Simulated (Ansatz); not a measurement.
InN (zinc blende)

```xyz
2
Lattice="0.0000 2.5000 2.5000 2.5000 0.0000 2.5000 2.5000 2.5000 0.0000" Properties=species:S:1:pos:R:3 pbc="T T T"
N      3.7499     3.7499     3.7499
In     0.0000     0.0000     0.0000
```

This relaxed cell (volume V₀) is scaled evenly in all directions, its shape held. Symmetry pins the atoms to their sites.

Level of theory: r2SCAN (plane waves to 500 eV, PAW, scalar-relativistic; Ansatz, a first-principles code). k mesh 11×11×11 (Γ-centred), Fermi-Dirac smearing 0.05 eV. Compression counts positive. At this level the bands of InN touch or barely overlap; measurements give the solid a gap. InN was relaxed with its symmetry unable to fall. The PAW data are Ansatz's earlier set.

At one point of the scan the stress tensor (GPa) is:

```
    9.9      0.0      0.0
    0.0      9.9      0.0
    0.0      0.0      9.9
```

Task: Which point is it?
A) V/V₀ = 0.960
B) V/V₀ = 0.920
C) V/V₀ = 0.980
D) V/V₀ = 0.940

Result: D, V/V₀ = 0.940

(A scan under strain: stresses follow from slopes of the energy per volume, elastic moduli from its curvatures.)
